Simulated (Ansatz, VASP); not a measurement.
## One calculation of HgTe, two programs

The input POSCAR:

```
HgTe
1.0
    0.0000000000      3.0434522814      3.0434522814
    3.0434522814      0.0000000000      3.0434522814
    3.0434522814      3.0434522814      0.0000000000
Hg Te
1 1
Direct
    0.0000000000      0.0000000000      0.0000000000
    0.5000000000      0.5000000000      0.5000000000
```

File INCAR.step1:

```
SYSTEM = HgTe
ALGO = Normal
EDIFF = 1E-4
ENCUT = 520
GGA = PE
ISMEAR = -1
LASPH = .TRUE.
LCHARG = .FALSE.
LREAL = .FALSE.
LWAVE = .TRUE.
NBANDS = 16
NELM = 80
PREC = Accurate
SIGMA = 0.02
```

INCAR.step2

```
SYSTEM = HgTe
ALGO = Normal
EDIFF = 1E-6
ENCUT = 520
ISIF = 2
ISMEAR = -1
ISTART = 1
LASPH = .TRUE.
LCHARG = .FALSE.
LMIXTAU = .TRUE.
LREAL = .FALSE.
LWAVE = .FALSE.
METAGGA = R2SCAN
NBANDS = 16
NELM = 80
PREC = Accurate
SIGMA = 0.02
```

The input KPOINTS:

```
k-points
0
G
  8 8 8
  0 0 0
```

Input for Ansatz:

```yaml
crystal:
  lattice:
    - [0.0, 3.0434522814, 3.0434522814]
    - [3.0434522814, 0.0, 3.0434522814]
    - [3.0434522814, 3.0434522814, 0.0]
  atoms:
    - { symbol: Hg, position: [0.0, 0.0, 0.0] }
    - { symbol: Te, position: [0.5, 0.5, 0.5] }
kpoints:
  mp_grid: { grid: [8, 8, 8] }
  band_path:
    path:
      - [0.0, 0.0, 0.0]
      - [0.5, 0.0, 0.5]
      - [0.625, 0.25, 0.625]
      - [0.375, 0.375, 0.75]
      - [0.5, 0.5, 0.5]
      - [0.5, 0.25, 0.75]
    npoints: 1
hamiltonian:
  xc: r2scan
scf:
  occupations: { method: fermi_dirac, width: 0.02 }
  n_extra_bands: 4
output:
  forces: true
  stress: true
  eigenvalues: true
```

Alike in both runs: task single point; functional r2SCAN; k mesh 8 × 8 × 8; occupations fermi-dirac, width 0.02 eV; no spin polarisation.

|  | VASP | Ansatz |
| --- | --- | --- |
| version | VASP 6.6.1 | Ansatz 0.2.0 |
| potentials or method | VASP PAW PBE potentials, release 64 (Hg, Te) | plane waves, PAW |
| plane-wave cutoff (eV) | 520 | 500 |
| valence electrons in the cell | 18 | 36 |

```csv
,VASP,Ansatz,Ansatz less VASP
pressure (GPa),0.4,0.3,-0.15
```

With one functional, cell and mesh, what is left measures potentials, basis and numerics. The two sets of potentials don't hold the same shells in valence.

Caveats: the PAW data sets were made with another functional, which shifts forces and pressure a little (VASP). Spin-orbit coupling is left out, which matters for the levels of Hg, Te.
